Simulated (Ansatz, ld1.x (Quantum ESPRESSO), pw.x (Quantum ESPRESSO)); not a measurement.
# What a changed setting does to a pw.x run (bcc Ir)

Potential: norm-conserving Troullier–Martins (Kleinman–Bylander form), ld1.x (Quantum ESPRESSO) 7.5, PBE; core [Xe] 4f14, reference 5d7 6s2 6p0; waves: 6p (bound, empty): rc 3.70 bohr; 5d (bound): rc 2.30 bohr; 6s (bound): rc 3.10 bohr; local part: the s channel; core correction: Bessel-smoothed model core inside 1.55 bohr.

The reference run (k-mesh 15³, cutoffs 50/200 Ry, Fermi–Dirac 0.01 Ry, mixing_beta 0.4, conv_thr 1e-9, no spin) gives -5.15 GPa at 15.159 Å³/atom, where all-electron LAPW gives -1.43 GPa. This run, with its own iteration cap, changes k-mesh points per axis to 2.

```
&control
  calculation='scf', prefix='x', pseudo_dir='./', outdir='./tmp', tstress=.true., disk_io='none'
/
&system
  ibrav=0, nat=1, ntyp=1, ecutwfc=50, ecutrho=200, nbnd=12,
  occupations='smearing', smearing='fd', degauss=0.01
/
&electrons
  conv_thr=1e-09, mixing_beta=0.4, electron_maxstep=50
/
ATOMIC_SPECIES
Ir 1.0 Ir.UPF
CELL_PARAMETERS angstrom
  -1.55908641 1.55908641 1.55908641
  1.55908641 -1.55908641 1.55908641
  1.55908641 1.55908641 -1.55908641
ATOMIC_POSITIONS crystal
Ir 0.0000 0.0000 0.0000
K_POINTS automatic
2 2 2 0 0 0
```

```bash
pw.x < Ir.scf.in > Ir.scf.out
```

**Question.** How does the run end?

**Answer.** It converges in 9 iterations; the free energy moves by +3.00 eV/atom and the pressure by +29.81 GPa.

```
Message from routine setup:
     using ibrav=0 with symmetry is DISCOURAGED, use correct ibrav instead
     lattice parameter (alat)  =       5.1030  a.u.
     unit-cell volume          =     102.2980 (a.u.)^3
     number of electrons       =         9.00
     number of Kohn-Sham states=           12
     kinetic-energy cutoff     =      50.0000  Ry
     charge density cutoff     =     200.0000  Ry
     scf convergence threshold =      1.0E-09
     Exchange-correlation= PBE
     number of k points=     3  Fermi-Dirac smearing, width (Ry)=  0.0100
     iteration #  1     ecut=    50.00 Ry     beta= 0.40
     total energy              =     -64.29126879 Ry
     estimated scf accuracy    <       0.07610842 Ry
     iteration #  2     ecut=    50.00 Ry     beta= 0.40
     total energy              =     -64.30278078 Ry
     estimated scf accuracy    <       0.01699373 Ry
     iteration #  3     ecut=    50.00 Ry     beta= 0.40
     total energy              =     -64.30190235 Ry
     estimated scf accuracy    <       0.00540890 Ry
     [... 3 iterations left out ...]
     iteration #  7     ecut=    50.00 Ry     beta= 0.40
     total energy              =     -64.30203569 Ry
     estimated scf accuracy    <       0.00000012 Ry
     iteration #  8     ecut=    50.00 Ry     beta= 0.40
     total energy              =     -64.30203570 Ry
     estimated scf accuracy    <          3.7E-09 Ry
     iteration #  9     ecut=    50.00 Ry     beta= 0.40
     the Fermi energy is    17.7688 ev
!    total energy              =     -64.30203570 Ry
     estimated scf accuracy    <          9.2E-10 Ry
     smearing contrib. (-TS)   =      -0.01252626 Ry
     The total energy is F=E-TS. E is the sum of the following terms:
     one-electron contribution =      17.49564493 Ry
     hartree contribution      =       2.19867587 Ry
     xc contribution           =     -33.95781783 Ry
     ewald contribution        =     -50.02601241 Ry
     convergence has been achieved in   9 iterations
          total   stress  (Ry/bohr**3)                   (kbar)     P=      246.58
     Message from routine punch:
     Nothing written, as per user request (disk_io='none')
```

The run took about 0.5 s on one core of a shared host (Neoverse-V1, 32 threads, 247 GiB, load 31).
